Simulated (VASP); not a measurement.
# Y (Fm-3m) in VASP: a series of runs

The runs below take Y through atomic charges, relaxation of the atoms, with optB86b-vdW, PBE0+TS-HI.

All numbers are computed with VASP 6.6.1; they aren't measurements. Logs are shortened: lines on timing, memory, paths and dates and some standing lists are left out, and cuts for length are marked.

### Step 1. Starting point

Symmetry: Fm-3m, No. 225, cubic system. The conventional cell has a = 5.104 Å, b = 5.104 Å, c = 5.104 Å, α = 90.00°, β = 90.00°, γ = 90.00°. Around Y (site symmetry m-3m) lie 12 Y at 3.61 Å.

This isn't the form of Y at room conditions, which is hcp.

### Step 2. Atomic charges, optB86b-vdW

The input, INCAR:

```
SYSTEM = Y
  AGGAC = 0.0
  ALGO = Normal
  EDIFF = 1E-6
  ENCUT = 520
  GGA = MK
  ISIF = 2
  ISMEAR = 0
  LASPH = .True.
  LCHARG = .False.
  LORBIT = 11
  LREAL = .False.
  LUSE_VDW = .True.
  LWAVE = .False.
  NELM = 60
  PARAM1 = 0.1234
  PARAM2 = 1.0
  PREC = Accurate
  SIGMA = 0.01
```

The input, KPOINTS:

```
k-points
0
Gamma
  9 9 9
  0 0 0
```

The input, POSCAR:

```
Y
1.0
    0.0000000000      2.5519910612      2.5519910612
    2.5519910612      0.0000000000      2.5519910612
    2.5519910612      2.5519910612      0.0000000000
Y
1
Cartesian
    0.0000000000      0.0000000000      0.0000000000
```

Potentials or basis: VASP PAW PBE potentials, release 64 (Y_sv).

Started as:

```sh
> cat potpaw_PBE.64/Y_sv/POTCAR > POTCAR
> mpirun -np 1 vasp_std > vasp.out
```

OUTCAR:

```text
SYSTEM = Y
   EDIFF = 1E-6
   ENCUT = 520
   GGA = MK
   ISIF = 2
   ISMEAR = 0
   LASPH = .True.
   LORBIT = 11
   LREAL = .False.
   NELM = 60
   PREC = Accurate

 ion  position               nearest neighbor table
   1  0.000  0.000  0.000-

  LATTYP: Found a face centered cubic cell.
 ALAT       =     5.1039821224

  Lattice vectors:

 A1 = (   0.0000000000,   2.5519910612,   2.5519910612)
 A2 = (   2.5519910612,   0.0000000000,   2.5519910612)
 A3 = (   2.5519910612,   2.5519910612,   0.0000000000)

Analysis of symmetry for initial positions (statically):
=====================================================================
 Subroutine PRICEL returns:
 Original cell was already a primitive cell.

 Routine SETGRP: Setting up the symmetry group for a
 face centered cubic supercell.

 Subroutine GETGRP returns: Found 48 space group operations
 (whereof 48 operations were pure point group operations)
 out of a pool of 48 trial point group operations.

The static configuration has the point symmetry O_h .

Analysis of symmetry for dynamics (positions and initial velocities):
=====================================================================
 Subroutine PRICEL returns:
 Original cell was already a primitive cell.

 Routine SETGRP: Setting up the symmetry group for a
 face centered cubic supercell.

 Subroutine GETGRP returns: Found 48 space group operations
 (whereof 48 operations were pure point group operations)
 out of a pool of 48 trial point group operations.

The dynamic configuration has the point symmetry O_h .

 Subroutine INISYM returns: Found 48 space group operations
 (whereof 48 operations are pure point group operations),
 and found     1 'primitive' translations

----------------------------------------------------------------------------------------

                                     Primitive cell

  volume of cell :      33.2405

  direct lattice vectors                    reciprocal lattice vectors
     0.000000000  2.551991061  2.551991061    -0.195925451  0.195925451  0.195925451
     2.551991061  0.000000000  2.551991061     0.195925451 -0.195925451  0.195925451
     2.551991061  2.551991061  0.000000000     0.195925451  0.195925451 -0.195925451

  length of vectors
     3.609060370  3.609060370  3.609060370     0.339352836  0.339352836  0.339352836

  position of ions in fractional coordinates (direct lattice)
     0.000000000  0.000000000  0.000000000

  ion indices of the primitive-cell ions
   primitive index   ion index
                 1           1

----------------------------------------------------------------------------------------

 KPOINTS: k-points

Automatic generation of k-mesh.
 Grid dimensions read from file:
 generate k-points for:    9    9    9

 Generating k-lattice:

  Cartesian coordinates                     Fractional coordinates (reciprocal lattice)
    -0.021769495  0.021769495  0.021769495     0.111111111  0.000000000  0.000000000
     0.021769495 -0.021769495  0.021769495     0.000000000  0.111111111  0.000000000
     0.021769495  0.021769495 -0.021769495     0.000000000  0.000000000  0.111111111

  Length of vectors
     0.037705871  0.037705871  0.037705871

  Shift w.r.t. Gamma in fractional coordinates (k-lattice)
     0.000000000  0.000000000  0.000000000

 Subroutine IBZKPT returns following result:
 ===========================================

 Found     35 irreducible k-points:

 Following reciprocal coordinates:
            Coordinates               Weight
  0.000000  0.000000  0.000000      1.000000
  0.111111  0.000000  0.000000      8.000000
  0.222222  0.000000  0.000000      8.000000
  0.333333  0.000000  0.000000      8.000000
  0.444444  0.000000  0.000000      8.000000
  0.111111  0.111111  0.000000      6.000000
[... 16 lines left out ...]
 -0.333333  0.333333  0.000000     12.000000
  0.444444  0.444444  0.000000      6.000000
 [... further k-points ...]
   k-points           NKPTS =     35   k-points in BZ     NKDIM =     35   number of bands    NBANDS=      9
   number of dos      NEDOS =    301   number of ions     NIONS =      1
   total plane-waves  NPLWV =  21952
   dimension x,y,z NGX =    28 NGY =   28 NGZ =   28
   dimension x,y,z NGXF=    56 NGYF=   56 NGZF=   56
   ions per type =               1
   NGX,Y,Z   is equivalent  to a cutoff of  12.90, 12.90, 12.90 a.u.
   NGXF,Y,Z  is equivalent  to a cutoff of  25.80, 25.80, 25.80 a.u.
 SYSTEM =  Y
   PREC   = accura    normal or accurate (medium, high low for compatibility)
   ISTART =      0    job   : 0-new  1-cont  2-samecut
   ICHARG =      2    charge: 1-file 2-atom 10-const
   ISPIN  =      1    spin polarized calculation?
   LNONCOLLINEAR =      F non collinear calculations
   LSORBIT =      F    spin-orbit coupling
   LASPH  =      T    aspherical Exc in radial PAW
   ENCUT  =  520.0 eV  38.22 Ry    6.18 a.u.   6.71  6.71  6.71*2*pi/ulx,y,z
   NELM   =     60;   NELMIN=  2; NELMDL= -5     # of ELM steps
   EDIFF  = 0.1E-05   stopping-criterion for ELM
   LREAL  =      F    real-space projection
   EDIFFG = 0.1E-04   stopping-criterion for IOM
   NSW    =      0    number of steps for IOM
   IBRION =     -1    ionic relax: 0-MD 1-quasi-New 2-CG
   NFREE  =      0    steps in history (QN), initial steepest desc. (CG)
   ISIF   =      2    stress and relaxation
   ISYM   =      2    0-nonsym 1-usesym 2-fastsym
   POTIM  = 0.5000    time-step for ionic-motion
   TEBEG  =    0.0;   TEEND  =   0.0 temperature during run
   PSTRESS=    0.0 pullay stress
   NELECT =      11.0000    total number of electrons
   NUPDOWN=      -1.0000    fix difference up-down
   EMIN   =  10.00;   EMAX   =-10.00  energy-range for DOS
   EFERMI =   0.00;   METHOD = LEGACY
   ISMEAR =     0;   SIGMA  =   0.01  broadening in eV -4-tet -1-fermi 0-gaus
   EFERMI_NEDOS =   21; number of points for ismear=-14 and -15
   IALGO  =     38    algorithm
   IMIX   =      4    mixing-type and parameters
     AMIX     =   0.40;   BMIX     =  1.00
     AMIX_MAG =   1.60;   BMIX_MAG =  1.00
  volume/ion in A,a.u.               =      33.24       224.32
  Fermi-wavevector in a.u.,A,eV,Ry     =   1.132357  2.139844 17.445821  1.282232
  Thomas-Fermi vector in A             =   2.269058
   LORBIT       =     11    0 simple, 1 ext, 2 COOP (PROOUT), +10 PAW based schemes
   GGA     = MK    functional components
   LHFCALC =     F    Hartree Fock is set to
   AEXX    =    0.0000 exact exchange contribution
   IVDW_NL    =     1    kernel type
   BPARAM     = 6.3000
   IVDW    =     0    specifies the selected vdW correction
   LEPSILON=     F    determine dielectric tensor
   LRPA    =     F    only Hartree local field effects (RPA)
 non-spin polarized calculation
 Gauss-broadening in eV      SIGMA  =   0.01
  energy-cutoff  :      520.00
  volume of cell :       33.24
 maximum number of plane-waves:       914
   NGX = 13   NGY = 13   NGZ = 13

 number of electron      11.0000001 magnetization

 Free energy of the ion-electron system (eV)
  ---------------------------------------------------
  ext. energy  EPLUGINS =         0.00000000
  ---------------------------------------------------
  free energy    TOTEN  =        -4.03725041 eV

  energy without entropy =       -4.03708267  energy(sigma->0) =       -4.03716654

 E-fermi :   2.9391     XC(G=0):  -9.4412

 val. band max:        2.9356325386   @ k =   0.3333   0.2222   0.0000
 cond. band min:       2.9612629117   @ k =  -0.3333   0.4444   0.2222
 fundamental gap:      0.0256303731
 Fermi energy:         2.9390904665

 k-point     1 :       0.0000    0.0000    0.0000
  band No.  band energies     occupation
      1     -39.8002      2.00000
      2     -19.5258      2.00000
      3     -19.5258      2.00000
      4     -19.5258      2.00000
      5      -1.7780      2.00000
      6       4.6620      0.00000
      7       4.6620      0.00000
      8       4.6620      0.00000
      9       6.6075      0.00000

 k-point     2 :       0.1111    0.0000    0.0000
  band No.  band energies     occupation
      1     -39.7933      2.00000
      2     -19.5905      2.00000
      3     -19.5341      2.00000
      4     -19.5341      2.00000
      5      -1.4811      2.00000
      6       4.3482      0.00000
      7       4.7925      0.00000
      8       4.7925      0.00000
      9       6.4739      0.00000

 k-point     3 :       0.2222    0.0000    0.0000
  band No.  band energies     occupation
      1     -39.7757      2.00000
      2     -19.7506      2.00000
      3     -19.5548      2.00000
      4     -19.5548      2.00000
      5      -0.6827      2.00000
      6       3.7521      0.00000
      7       4.9302      0.00000
      8       4.9302      0.00000
      9       6.4818      0.00000

 k-point     4 :       0.3333    0.0000    0.0000
  band No.  band energies     occupation
      1     -39.7556      2.00000
      2     -19.9266      2.00000
      3     -19.5783      2.00000
      4     -19.5783      2.00000
      5       0.2964      2.00000
      6       3.3814      0.00000
      7       4.7363      0.00000
      8       4.7363      0.00000
      9       7.1306      0.00000
[... 205 lines left out ...]
 k-point    22 :      -0.4444    0.3333    0.0000
  band No.  band energies     occupation
      1     -39.7240      2.00000
      2     -19.9562      2.00000
      3     -19.7919      2.00000
      4     -19.6783      2.00000
      5       1.8162      2.00000
      6       2.4364      2.00000
      7       3.9544      0.00000
      8       6.4177      0.00000
      9       8.0087      0.00000

 k-point    23 :      -0.3333    0.3333    0.0000
  band No.  band energies     occupation
      1     -39.7260      2.00000
      2     -19.8814      2.00000
      3     -19.8775      2.00000
      4     -19.6495      2.00000
      5       2.3489      2.00000
      6       2.4673      2.00000
      7       3.5576      0.00000
      8       5.9365      0.00000
      9       7.3183      0.00000

 k-point    24 :       0.4444    0.4444    0.0000
  band No.  band energies     occupation
      1     -39.7236      2.00000
      2     -20.0065      2.00000
      3     -19.7089      2.00000
      4     -19.7089      2.00000
      5       1.2167      2.00000
      6       2.1260      2.00000
      7       4.7491      0.00000
      8       7.9710      0.00000
      9       8.0383      0.00000

 [... further k-points ...]

------------------------ aborting loop because EDIFF is reached ----------------------------------------

  FORCE on cell =-STRESS in cart. coord.  units (eV):
  Direction    XX          YY          ZZ          XY          YZ          ZX
  --------------------------------------------------------------------------------------
  -------------------------------------------------------------------------------------
  Total       -0.4689702     -0.4689702     -0.4689702     -0.0000000     -0.0000000      0.0000000
  in kB      -22.6041622    -22.6041622    -22.6041622     -0.0000000     -0.0000000      0.0000000
  external PRESSURE =     -22.6041622 kB  Pullay stress =       0.0000000 kB

 VOLUME and BASIS-vectors are now :
 -----------------------------------------------------------------------------
  energy-cutoff  :      520.00
  volume of cell :       33.24
      direct lattice vectors                 reciprocal lattice vectors
     0.000000000  2.551991061  2.551991061    -0.195925451  0.195925451  0.195925451
     2.551991061  0.000000000  2.551991061     0.195925451 -0.195925451  0.195925451
     2.551991061  2.551991061  0.000000000     0.195925451  0.195925451 -0.195925451

 POSITION                                       TOTAL-FORCE (eV/Angst)
 -----------------------------------------------------------------------------------
      0.00000      0.00000      0.00000        -0.000000     -0.000000     -0.000000
 -----------------------------------------------------------------------------------
    total drift:                               -0.000000     -0.000000     -0.000000

  FREE ENERGIE OF THE ION-ELECTRON SYSTEM (eV)
  ---------------------------------------------------
  free  energy   TOTEN  =        -4.0372504087 eV

  energy  without entropy=       -4.0370826686  energy(sigma->0) =       -4.03716654

Total vdW correction in eV:      1.6168684

 total charge

# of ion       s       p       d       f       tot
--------------------------------------------------
    1        2.278   6.202   0.931   0.006   9.417
```

It took 24 s on 1 thread of Intel Xeon 6975P-C (Granite Rapids), shared host; peak memory 0.32 GiB.

What came out:

```
Free energy                                           : -4.0373 eV
Pressure                                              : -2.3 GPa
Band gap on the k mesh                                : none (metal or under the smearing width)
Valence electrons inside the program's atomic spheres : Y 9.42
```

Caveat: the PAW data sets were made with another functional, which shifts forces and pressure a little.

### Step 3. Relaxation of the atoms, PBE0+TS-HI (volume scaled by 0.96)

The input, POSCAR:

```
Y
1.0
    0.0000000000      2.5175004675      2.5175004675
    2.5175004675      0.0000000000      2.5175004675
    2.5175004675      2.5175004675      0.0000000000
Y
1
Cartesian
    0.0000000000      0.0000000000      0.0000000000
```

The input, INCAR.step1:

```
SYSTEM = Y
PREC = Accurate
ENCUT = 550
EDIFF = 1E-5
ISMEAR = 1
SIGMA = 0.1
LREAL = .False.
LASPH = .True.
NELM = 80
ALGO = Normal
LWAVE = .True.
LCHARG = .False.
GGA = PE
```

The input, INCAR.step2:

```
SYSTEM = Y
PREC = Accurate
ENCUT = 550
EDIFF = 1E-6
ISMEAR = 1
SIGMA = 0.1
LREAL = .False.
LASPH = .True.
NELM = 80
ALGO = Normal
ISIF = 2
LWAVE = .False.
LCHARG = .False.
GGA = PE
LHFCALC = .True.
AEXX = 0.25
PRECFOCK = Normal
IVDW = 21
IBRION = 2
NSW = 40
EDIFFG = -0.01
ISTART = 1
```

The input, KPOINTS:

```
Automatic mesh
0
Gamma
  5 5 5
  0 0 0
```

Potentials or basis: VASP PAW PBE potentials, release 64 (Y_sv_GW).

Started as:

```sh
> cat potpaw_PBE.64/Y_sv_GW/POTCAR > POTCAR
> cp INCAR.step1 INCAR
> mpirun -np 1 vasp_std > vasp.out
> cp INCAR.step2 INCAR
> mpirun -np 1 vasp_std > vasp.out
```

Wall time 4.3 min (1 thread of Intel Xeon 6975P-C (Granite Rapids), shared host); peak memory 0.17 GiB.

Results (log left out):

```yaml
Free_energy: -10.9771 eV
Pressure_after_relaxing: -2.0 GPa
Band_gap_on_the_k_mesh: none (metal or under the smearing width)
Dispersion_energy_per_atom: -0.795 eV
```

Final structure:
```xyz
1
Lattice="0.0000 2.5175 2.5175 2.5175 0.0000 2.5175 2.5175 2.5175 0.0000" Properties=species:S:1:pos:R:3 pbc="T T T"
Y     0.0000    0.0000    0.0000
```

Levels at points of the mesh, in eV from the Fermi level:
```
           k point  band 1  band 2  band 3  band 4  band 5  band 6  band 7  band 8  band 9
(0.00, 0.00, 0.00)  -46.39  -24.61  -24.61  -24.61   -5.99    2.93    2.93    2.93    5.15
```

Caveat: the k mesh is coarse (spacing up to 0.43 Å⁻¹), so the values aren't converged, least of all with exact exchange; the relaxation stopped at its first step, so nothing moved; the PAW data sets were made with another functional, which shifts forces and pressure a little; pairwise dispersion overbinds metals, which lowers pressure and volume.
